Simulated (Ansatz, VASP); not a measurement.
## SnSe in VASP and in Ansatz

Contents of INCAR:

```
  ALGO = Fast
  EDIFF = 1E-8
  ENCUT = 520
  GGA = PE
  ISIF = 2
  ISMEAR = -1
  LASPH = True
  LCHARG = False
  LEFG = True
  LREAL = False
  LWAVE = False
  NBANDS = 17
  NELM = 100
  PREC = Accurate
  SIGMA = 0.01
```

KPOINTS

```
k-points
0
Gamma
  7 7 7
```

The input POSCAR:

```
SnSe
1.0
    0.0000000000      2.9589731932      2.9589731932
    2.9589731932      0.0000000000      2.9589731932
    2.9589731932      2.9589731932      0.0000000000
Sn Se
1 1
Direct
    0.0000000000      0.0000000000      0.0000000000
    0.5000000000      0.5000000000      0.5000000000
```

Input for Ansatz:

```yaml
crystal:
  lattice:
    - [0.0, 2.9589731932, 2.9589731932]
    - [2.9589731932, 0.0, 2.9589731932]
    - [2.9589731932, 2.9589731932, 0.0]
  atoms:
    - { symbol: Sn, position: [0.0, 0.0, 0.0] }
    - { symbol: Se, position: [0.5, 0.5, 0.5] }
kpoints:
  mp_grid: { grid: [7, 7, 7] }
scf:
  occupations: { method: fermi_dirac, width: 0.01 }
hamiltonian:
  xc: pbe
  pseudopotentials: { kind: paw }
output:
  forces: true
  stress: true
  eigenvalues: true
  efg: { contact_densities: true }
```

Change from the starting cell: volume scaled by 0.95, PAW files.

Alike in both runs: task electric field gradients; functional PBE; k mesh 7 × 7 × 7; occupations fermi-dirac, width 0.01 eV; no spin polarisation.

|  | VASP | Ansatz |
| --- | --- | --- |
| version | VASP 6.6.1 | Ansatz 0.2.0 |
| potentials or method | VASP PAW PBE potentials, release 64 (Sn_d, Se) | PAW with Ansatz's default frozen-core files, scalar-relativistic |
| plane-wave cutoff (eV) | 520 | 420 |
| valence electrons in the cell | 20 | 30 |

```csv
,VASP,Ansatz,Ansatz less VASP
gap on the k mesh at the Fermi level (eV),0.68,0.68,+0.001
pressure (GPa),4.0,4.0,-0.02
Vzz of the field gradient on the site that differs most (V/Å²),0.0,0.0,0.00
```

The functional is the same, so the differences come from potentials, cutoffs and numerics. The two sets of potentials don't hold the same shells in valence. Ansatz warned: «gradients_without_spin_orbit».
